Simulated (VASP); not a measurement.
## CdS (Greenockite): band structure with HSE06

Crystal: CdS (Greenockite).

```
Cd S
1.0
     4.15000    0.00000    0.00000
    -2.07500    3.59401    0.00000
     0.00000    0.00000    6.73700
Cd S
2 2
Direct
  0.66667 0.33333 0.50000
  0.33333 0.66667 0.00000
  0.66667 0.33333 0.87500
  0.33333 0.66667 0.37500
```

| Property | Result |
| --- | --- |
| Program | VASP 6.6.1 |
| Task | band structure |
| Functional | HSE06 |
| Potentials or basis | VASP PAW PBE potentials, release 64 (Cd, S) |
| Cutoff | 520 eV |
| k mesh | 4 × 4 × 2 |
| Occupations | fermi-dirac, width 0.05 eV |
| Spin | no spin polarisation |
| Grid for exact exchange (PRECFOCK) | Fast |
| Screening parameter | 0.2 1/A |
| Further INCAR settings | ALGO = Normal; EDIFF = 1e-06; NBANDS = 26 |

- Pressure: 1.3 GPa
- Largest force: 0.063 eV/Å
- Band gap on the k mesh: 2.25 eV, direct
- Band gap along the path: 2.25 eV, direct

Forces in eV/Å, atoms in the order of the input:
```
Cd   0.000  0.000 -0.063
Cd   0.000  0.000 -0.063
S    0.000  0.000  0.063
S    0.000  0.000  0.063
```

Stress tensor (GPa, compression positive):
```
1.14 0.00 0.00
0.00 1.14 0.00
0.00 0.00 1.52
```

Levels at the corners of the path, in eV from the valence-band top:
```csv
point,band 16,band 17,band 18,band 19,band 20,band 21
Γ,-0.04,0.00,0.00,2.25,3.90,7.65
M,-1.98,-1.37,-0.78,4.87,4.94,6.11
M,-1.98,-1.37,-0.78,4.87,4.94,6.11
K,-1.96,-1.96,-1.72,5.59,6.41,6.41
K,-1.96,-1.96,-1.72,5.59,6.41,6.41
Γ,-0.04,0.00,0.00,2.25,3.90,7.65
Γ,-0.04,0.00,0.00,2.25,3.90,7.65
A,-0.42,-0.42,-0.42,3.95,3.95,7.36
A,-0.42,-0.42,-0.42,3.95,3.95,7.36
L,-1.42,-1.40,-1.40,4.53,4.53,6.52
L,-1.42,-1.40,-1.40,4.53,4.53,6.52
H,-2.55,-1.18,-1.18,5.56,5.56,7.14
H,-2.55,-1.18,-1.18,5.56,5.56,7.14
A,-0.42,-0.42,-0.42,3.95,3.95,7.36
L,-1.42,-1.40,-1.40,4.53,4.53,6.52
M,-1.98,-1.37,-0.78,4.87,4.94,6.11
K,-1.96,-1.96,-1.72,5.59,6.41,6.41
H,-2.55,-1.18,-1.18,5.56,5.56,7.14
```

Run time: 51 min on 1 thread of Intel(R) Xeon(R) 6975P-C (Granite Rapids) (shared host), peak memory 0.34 GiB.

Caveat: the k mesh is coarse (spacing up to 0.47 Å⁻¹), so the values aren't converged, least of all with exact exchange; the PAW data sets were made with another functional, which shifts forces and pressure a little.
